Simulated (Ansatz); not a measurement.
# Ti2CF2 MXene monolayer in a perpendicular field, part 3 of 4

Wanted: the out-of-plane response of the Ti2CF2 MXene monolayer. A positive field points along +c.

Ansatz 0.2.0; plane-wave DFT, PBE-D3(BJ), Ansatz PAW.

So far. Step 7 (Single point, field -0.2 V/Å): The dipole is -0.0443 e·Å. Step 8 (Atoms held, field 0.35 V/Å): The dipole is 0.0775 e·Å.

## Step 9: Response, atoms held

This step: plane-wave DFT, PBE-D3(BJ), Ansatz PAW; response to a field along the normal, atoms held (Ansatz 0.2.0).

The dipoles give the slope, and the difference of two potentials shows where the field is screened.

Numbers from this step:

```
equivalent conductor thickness p/(ε₀AE) : 5.040 Å
distance between the outer atoms        : 4.790 Å
```

Dipole of the cell against applied field:

| applied field (V/Å) | dipole of the cell (e·Å) |
| --- | --- |
| -0.200 | -0.0443 |
| -0.100 | -0.0221 |
| 0.000 | 0 |
| 0.100 | 0.0221 |
| 0.200 | 0.0443 |
| 0.350 | 0.0775 |

Local field over the applied field, running mean. From the potentials at -0.1 and 0.1 V/Å; running mean over 2.5 Å. Local field over applied field against z:

z (Å), local field over applied field and a bar:
```
      4.5      1.000 ##############################
      5.0      1.000 ##############################
      5.5      0.999 ##############################
      6.0      0.996 ##############################
      6.5      0.985 ##############################
      7.0      0.950 ############################
      7.5      0.865 ##########################
      8.0      0.740 ######################
      8.5      0.598 #################
      9.0      0.450 #############
      9.5      0.300 ########
     10.0      0.186 ####
     10.5      0.109 ##
     11.0      0.060 #
     11.5      0.044 
     12.0      0.078 #
     12.5      0.138 ###
     13.0      0.228 ######
     13.5      0.361 ##########
     14.0      0.513 ###############
     14.5      0.658 ###################
     15.0      0.796 ########################
     15.5      0.907 ###########################
     16.0      0.970 #############################
     16.5      0.992 ##############################
     17.0      0.998 ##############################
     17.5      0.999 ##############################
     18.0      1.000 ##############################
     18.5      1.000 ##############################
```

Electrons, planar mean, per unit field. Induced electron density against z:

| z (Å) | induced electron density (e/Å³ per V/Å) |
| --- | --- |
| 4.13 | 5.5e-8 |
| 4.56 | 2.3e-7 |
| 4.99 | 6.8e-7 |
| 5.27 | 1.5e-6 |
| 5.70 | 5.2e-6 |
| 6.12 | 1.7e-5 |
| 6.55 | 5.8e-5 |
| 6.84 | 1.3e-4 |
| 7.26 | 3.9e-4 |
| 7.69 | 0.00109 |
| 8.12 | 0.00258 |
| 8.40 | 0.00344 |
| 8.83 | 0.00143 |
| 9.26 | 0.00140 |
| 9.69 | 2.6e-4 |
| 9.97 | 0.00130 |
| 10.40 | 0.00152 |
| 10.83 | 6.5e-4 |
| 11.25 | 1.1e-4 |
| 11.54 | -1.1e-4 |
| 11.96 | -6.5e-4 |
| 12.39 | -0.00152 |
| 12.82 | -0.00130 |
| 13.10 | -2.6e-4 |
| 13.53 | -0.00140 |
| 13.96 | -0.00143 |
| 14.39 | -0.00344 |
| 14.67 | -0.00258 |
| 15.10 | -0.00109 |
| 15.53 | -3.9e-4 |
| 15.95 | -1.3e-4 |
| 16.24 | -5.8e-5 |
| 16.66 | -1.7e-5 |
| 17.09 | -5.2e-6 |
| 17.52 | -1.5e-6 |
| 17.80 | -6.8e-7 |
| 18.23 | -2.3e-7 |
| 18.66 | -5.5e-8 |

By hand: between -0.1 and 0.1 V/Å the dipole changes by 0.04428 e·Å, a slope of 0.2214 e·Å²/V. A perfect conductor of thickness t has p = ε₀AEt, so t = 180.95 × 0.2214 / 7.949 = 5.04 Å (e/ε₀ = 180.95 V·Å, A in Å²).

The induced dipole is that of a conductor 5.04 Å thick.

## Step 10: Relaxing in the field, field 0.1 V/Å

This step: plane-wave DFT, PBE-D3(BJ), Ansatz PAW (Ansatz 0.2.0).

Now the atoms may follow the field. A weak field makes forces of meV/Å to tens of meV/Å, so the force tolerance is set well below the usual one.

The input, input.yaml:

```yaml
crystal:
  lattice:
    - [3.0297104497, 0.0, 0.0]
    - [-1.5148552248, 2.6238062155, 0.0]
    - [0.0, 0.0, 22.7897370653]
  atoms:
    - { symbol: F, position: [0.3333333333, 0.6666666667, 0.3949146045] }
    - { symbol: Ti, position: [0.6666666667, 0.3333333333, 0.4500084229] }
    - { symbol: C, position: [0.0, 0.0, 0.5] }
    - { symbol: Ti, position: [0.3333333333, 0.6666666667, 0.5499915771] }
    - { symbol: F, position: [0.6666666667, 0.3333333333, 0.6050853955] }
kpoints:
  mp_grid: { grid: [12, 12, 1] }
hamiltonian:
  xc: pbe
  dispersion: d3bj
scf:
  occupations: { method: fermi_dirac, width: 0.02585 }
  convergence: { dr2_threshold: 1.0e-10 }
efield:
  axis: 3
  dipole_correction: true
  ramp_position: 0.97
  ramp_width: 0.06
  amplitude: 0.1
relax:
  f_tol: 0.001
  max_steps: 60
output:
  write_potential: true
  write_density: true
  volumetric_format: npy
```

Started as:

```bash
$ ansatz run input.yaml --threads 4 --pin off --max-ram 6144MiB --backend cpu --events-out ev --progress --plain --runs-dir out
```

Numbers of over 12 decimals in the logs are rounded to 6 here.

Log:

```text
[...]
Crystal: 5 atoms, lattice volume = 181.164 Å³
Basis set: ecut = 420 eV, 3497 PW (Γ), exchange–correlation on 48×48×320 points (8 copies of the dense FFT grid, shifted against one another)
Bands: 26, of which v1, the nominal top of the filled ones, is band 21 counted from 1 (20 counted from 0)
Symmetry: 6 space group operations
k-points: 19 of 144 (time reversal used)
[...]
SCF iter   1: F=—  HF=-6879.133799 eV  |F-HF|=—  |Δ(HF+E_count)|=         —  Δρ=8.87e-2  dr2=2.28e1  ethr=3.10e-3  p=0.028 e·Å  D=2.79e-2 V/Å  ΔV_dip=-0.63 eV  dr2_dipole=2.61e-4  V_vac-E_F(+/−)=8.68/7.32 eV  ⟨swp⟩=8.4  Hψ=2648  notcnv=0
[...]
SCF iter  12: F=-6873.562825 eV  HF=-6873.562825 eV  |F-HF|=2.40e-10  |Δ(HF+E_count)|=   1.56e-8  Δρ=1.97e-7  dr2=4.94e-11  ethr=1.00e-12  p=0.022 e·Å  D=2.21e-2 V/Å  ΔV_dip=-0.50 eV  dr2_dipole=3.75e-13  V_vac-E_F(+/−)=5.52/4.03 eV  ⟨swp⟩=6.5  Hψ=3295  notcnv=0
SCF 1 converged in 12 iterations: F = -6873.562825 eV  dr2 = 4.94e-11
[...]
relax step   1: F+E_penalty+E_count = -6873.56282485 eV  Δ(F+E_penalty+E_count) = +0.000e0 eV  max|allowed force component| = 4.447e-2 eV/Å  Δτ_max = 0.0000 Å  (12 SCF iters, accepted)
[...]
SCF iter   8: F=-6873.562934 eV  HF=-6873.562934 eV  |F-HF|=6.20e-10  |Δ(HF+E_count)|=   3.46e-9  Δρ=1.04e-7  dr2=2.92e-11  ethr=1.00e-12  p=0.024 e·Å  D=2.39e-2 V/Å  ΔV_dip=-0.55 eV  dr2_dipole=4.12e-12  V_vac-E_F(+/−)=5.50/4.05 eV  ⟨swp⟩=8.0  Hψ=2879  notcnv=0
SCF 2 converged in 8 iterations: F = -6873.562934 eV  dr2 = 2.92e-11
relax step   2: F+E_penalty+E_count = -6873.56293408 eV  Δ(F+E_penalty+E_count) = -1.092e-4 eV  max|allowed force component| = 1.049e-2 eV/Å  Δτ_max = 0.0017 Å  (8 SCF iters, accepted)
SCF iter   1: F=—  HF=-6873.562921 eV  |F-HF|=—  |Δ(HF+E_count)|=         —  Δρ=2.49e-5  dr2=3.42e-6  ethr=6.45e-8  p=0.024 e·Å  D=2.39e-2 V/Å  ΔV_dip=-0.55 eV  dr2_dipole=1.17e-6  V_vac-E_F(+/−)=5.50/4.05 eV  ⟨swp⟩=2.2  Hψ=988  notcnv=0  defer=9
[...]
SCF iter   7: F=-6873.562939 eV  HF=-6873.562939 eV  |F-HF|=2.14e-10  |Δ(HF+E_count)|=   1.80e-9  Δρ=9.02e-8  dr2=1.38e-11  ethr=1.00e-12  p=0.024 e·Å  D=2.44e-2 V/Å  ΔV_dip=-0.56 eV  dr2_dipole=6.22e-13  V_vac-E_F(+/−)=5.50/4.05 eV  ⟨swp⟩=8.0  Hψ=2885  notcnv=0
SCF 3 converged in 7 iterations: F = -6873.562939 eV  dr2 = 1.38e-11
relax step   3: F+E_penalty+E_count = -6873.56293909 eV  Δ(F+E_penalty+E_count) = -5.011e-6 eV  max|allowed force component| = 2.804e-3 eV/Å  Δτ_max = 0.0004 Å  (7 SCF iters, accepted)
SCF iter   1: F=—  HF=-6873.562963 eV  |F-HF|=—  |Δ(HF+E_count)|=         —  Δρ=1.09e-5  dr2=6.16e-7  ethr=6.67e-9  p=0.024 e·Å  D=2.44e-2 V/Å  ΔV_dip=-0.56 eV  dr2_dipole=6.69e-8  V_vac-E_F(+/−)=5.50/4.05 eV  ⟨swp⟩=2.0  Hψ=931  notcnv=0  defer=9
[...]
SCF iter   6: F=-6873.562939 eV  HF=-6873.562939 eV  |F-HF|=4.46e-11  |Δ(HF+E_count)|=  4.34e-10  Δρ=4.52e-8  dr2=1.64e-12  ethr=1.00e-12  p=0.024 e·Å  D=2.44e-2 V/Å  ΔV_dip=-0.56 eV  dr2_dipole=5.60e-14  V_vac-E_F(+/−)=5.50/4.05 eV  ⟨swp⟩=7.5  Hψ=2617  notcnv=0
SCF 4 converged in 6 iterations: F = -6873.562939 eV  dr2 = 1.64e-12
relax step   4: F+E_penalty+E_count = -6873.56293930 eV  Δ(F+E_penalty+E_count) = -2.132e-7 eV  max|allowed force component| = 5.526e-4 eV/Å  Δτ_max = 0.0001 Å  (6 SCF iters, accepted)
[...]
the band table was solved once a step of the walk had ended and its energy, with any forces and stress, was formed, with the checks that follow a solve (2747 applications of the Hamiltonian). They found nothing against the state; the energy, forces and stress were not computed again (output.eigenvalues in the input reference)
[...]
SCF converged after 6 iterations
Free energy (F): -6873.562939 eV
[...]
Internal energy: -6873.557236 eV  (E = F + TS)
E sigma→0 (E₀):  -6873.560088 eV
Entropy (-TS):   -0.005703 eV (-1.141 meV/atom)
Fermi energy:    0.316766 eV
Dipole field:    D = 0.024383 V/Å  (p = 0.024411 e·Å, saw-weighted, corrected)
Work function:   not extracted (applied field tilts the vacuum); planar V_es + V_field profile in the machine report
[...]
--- Forces (eV/Å), atoms counted from 1 ---
  atom   1  F      0.00000000    -0.00000000     0.00011861
  atom   2  Ti    -0.00000000     0.00000000     0.00045365
  atom   3  C      0.00000000    -0.00000000    -0.00004144
  atom   4  Ti    -0.00000000    -0.00000000    -0.00055233
  atom   5  F      0.00000000     0.00000000     0.00002266
  max |Σ_I F_I| component: 1.15e-6 eV/Å
--- Band table (eV; the first three rows and the last of 19) ---
  k-point 0: bands = [... 17 lower, -3.5843, -2.3569, -2.3569, 0.2692, 0.2692, 0.4949, 1.8948, 1.8948, ... 1 higher]
  k-point 1: bands = [... 17 lower, -3.5358, -2.6105, -2.4099, 0.1333, 0.3932, 0.5801, 1.8273, 1.9073, ... 1 higher]
  k-point 2: bands = [... 17 lower, -3.4546, -3.1632, -2.5211, -0.2519, 0.7254, 0.8481, 1.7907, 1.9138, ... 1 higher]
  k-point 18: bands = [... 17 lower, -4.1563, -4.1528, -3.1975, 0.7226, 1.3260, 1.3337, 2.3055, 2.3129, ... 1 higher]
--- Relaxed structure (4 steps of the walk, 4 accepted, 0 SCFs on fresh bases) ---
  F+E_penalty+E_count = -6873.56293930 eV   max|allowed force component| = 5.526e-4 eV/Å
  atoms:
    - { symbol: F, position: [0.333333, 0.666667, 0.394829] }
    - { symbol: Ti, position: [0.666667, 0.333333, 0.450060] }
    - { symbol: C, position: [0, 0, 0.500029] }
    - { symbol: Ti, position: [0.333333, 0.666667, 0.550064] }
    - { symbol: F, position: [0.666667, 0.333333, 0.605018] }
```

Elapsed: 5.8 s, on 4 threads of Intel Xeon Platinum 8488C (Sapphire Rapids), shared host; peak memory 0.55 GiB.

Hardly anything moved in the relaxation; the energy changed by under 0.2 meV an atom.

This step gave:

| Item | Value |
| --- | --- |
| energy at zero smearing | -6873.5601 eV |
| dipole along the normal | 0.02441 e·Å |

The relaxation took 4 steps and lowered the energy by 1.1e-4 eV; the largest force on the free atoms ends at 5.5e-4 eV/Å.

The dipole is 0.0244 e·Å.

## Step 11: Relaxing in the field, field -0.1 V/Å

The opposite sign, again from the field-free geometry; the difference of the two cancels what relaxes without a field.

Edit input.yaml of step 10 so:

```diff
@@ -24,3 +24,3 @@
   ramp_width: 0.06
-  amplitude: 0.1
+  amplitude: -0.1
 relax:
```

Log:

```text
[...]
Crystal: 5 atoms, lattice volume = 181.164 Å³
Basis set: ecut = 420 eV, 3497 PW (Γ), exchange–correlation on 48×48×320 points (8 copies of the dense FFT grid, shifted against one another)
Bands: 26, of which v1, the nominal top of the filled ones, is band 21 counted from 1 (20 counted from 0)
Symmetry: 6 space group operations
k-points: 19 of 144 (time reversal used)
[...]
--- Relaxed structure (4 steps of the walk, 4 accepted, 0 SCFs on fresh bases) ---
  F+E_penalty+E_count = -6873.56293930 eV   max|allowed force component| = 5.523e-4 eV/Å
  atoms:
    - { symbol: F, position: [0.333333, 0.666667, 0.394982] }
    - { symbol: Ti, position: [0.666667, 0.333333, 0.449936] }
    - { symbol: C, position: [0, 0, 0.499971] }
    - { symbol: Ti, position: [0.333333, 0.666667, 0.549940] }
    - { symbol: F, position: [0.666667, 0.333333, 0.605171] }
[key lines of the parts left out:]
SCF converged after 6 iterations
Free energy (F): -6873.562939 eV
Fermi energy:    0.316766 eV
Dipole field:    D = -0.024383 V/Å  (p = -0.024411 e·Å, saw-weighted, corrected)
```

Elapsed: 5.8 s, on 4 threads; peak memory 0.54 GiB.

Hardly anything moved in the relaxation; the energy changed by under 0.2 meV an atom.

This step gave:

```yaml
dipole_along_the_normal: -0.02441 e·Å
```

The relaxation took 4 steps and lowered the energy by 1.1e-4 eV; the largest force on the free atoms ends at 5.5e-4 eV/Å.

The dipole is -0.0244 e·Å.

## Step 12: Response, atoms relaxed

This step: plane-wave DFT, PBE-D3(BJ), Ansatz PAW; response to a field along the normal, atoms relaxed (Ansatz 0.2.0).

The same analysis on the two relaxed runs holds the ionic part too; their mesh is coarser, so small differences from the held value can come from that.

Numbers from this step:

```
equivalent conductor thickness p/(ε₀AE) : 5.557 Å
```

Dipole of the cell against applied field:

| applied field (V/Å) | dipole of the cell (e·Å) |
| --- | --- |
| -0.1000 | -0.0244 |
| 0.1000 | 0.0244 |

Local field over the applied field, running mean. From the potentials at -0.1 and 0.1 V/Å; running mean over 2.5 Å. Local field over applied field against z:

z (Å), local field over applied field and a bar from the least value:
```
      4.5      1.000 ##############################
      5.0      1.000 ##############################
      5.5      0.999 ##############################
      6.0      0.996 ##############################
      6.5      0.982 ##############################
      7.0      0.910 ############################
      7.5      0.792 ########################
      8.0      0.816 #########################
      8.5      0.638 ####################
      9.0      0.360 ############
      9.5      0.184 #######
     10.0      0.146 ######
     10.5     -0.034 #
     11.0     -0.044 #
     11.5     -0.021 ##
     12.0     -0.085 
     12.5      0.037 ###
     13.0      0.190 ########
     13.5      0.228 #########
     14.0      0.467 ###############
     14.5      0.775 ########################
     15.0      0.804 #########################
     15.5      0.804 #########################
     16.0      0.959 #############################
     16.5      0.990 ##############################
     17.0      0.998 ##############################
     17.5      0.999 ##############################
     18.0      1.000 ##############################
     18.5      1.000 ##############################
```

Electrons, planar mean, per unit field. The induced electron density by z:

z (Å), induced electron density (e/Å³ per V/Å) and a bar from the least value:
```
      5.5     0.0000 ###############
      6.0     0.0000 ###############
      6.5     0.0001 ###############
      7.0     0.0002 ###############
      7.5     0.0010 ###############
      8.0     0.0047 #################
      8.5     0.0277 ##########################
      9.0     0.0004 ###############
      9.5    -0.0370 
     10.0    -0.0284 ###
     10.5     0.0232 ########################
     11.0     0.0089 ##################
     11.5    -0.0006 ##############
     12.0    -0.0232 #####
     12.5    -0.0037 #############
     13.0     0.0388 ##############################
     13.5     0.0378 ##############################
     14.0    -0.0318 ##
     14.5    -0.0132 #########
     15.0    -0.0024 ##############
     15.5    -0.0005 ##############
     16.0    -0.0001 ###############
     16.5     0.0000 ###############
     17.0     0.0000 ###############
     17.5     0.0000 ###############
```

The induced dipole is that of a conductor 5.56 Å thick.

(Part 3 of 4 ends here.)

[Logs are printed without paths, hosts, clocks, repeated set-up lines and the standing remarks that a program may print on its own settings, such as how far it seeks lower states.]

[Hosts, paths, dates, database ids (printed as entryN), source tags and the programs' standing remarks are cut or masked in the printed files.]

[Maps of the electrostatic potential energy from Ansatz leave out the sawtooth potential of an applied field or a dipole correction, so their vacuum need not be flat; planar profiles and work functions include it.]
